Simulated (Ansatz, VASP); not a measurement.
# InP: VASP beside Ansatz

```
In P
1.0
     0.00000    2.75000    2.75000
     2.75000    0.00000    2.75000
     2.75000    2.75000    0.00000
In P
1 1
Direct
  0.00000 0.00000 0.00000
  0.50000 0.50000 0.50000
```

Measurements of this composition are mostly on another form, of space group No. 216.

Alike in both runs: task single point; functional LDA; k mesh 6 × 6 × 6; occupations gaussian, width 0.05 eV; no spin polarisation.

|  | VASP | Ansatz |
| --- | --- | --- |
| version | VASP 6.6.1 | Ansatz 0.2.0 |
| potentials or method | VASP PAW LDA potentials, release 64 (In_d, P) | scalar-relativistic, plane waves, PAW |
| plane-wave cutoff (eV) | 520 | 420 |
| valence electrons in the cell | 18 | 18 |

|  | VASP | Ansatz | Ansatz less VASP |
| --- | --- | --- | --- |
| gap on the k mesh at the Fermi level (eV) | none | none | - |
| pressure (GPa) | -3.5 | -3.6 | -0.10 |

A gap of «none» marks a metal or a gap that the smearing closes.
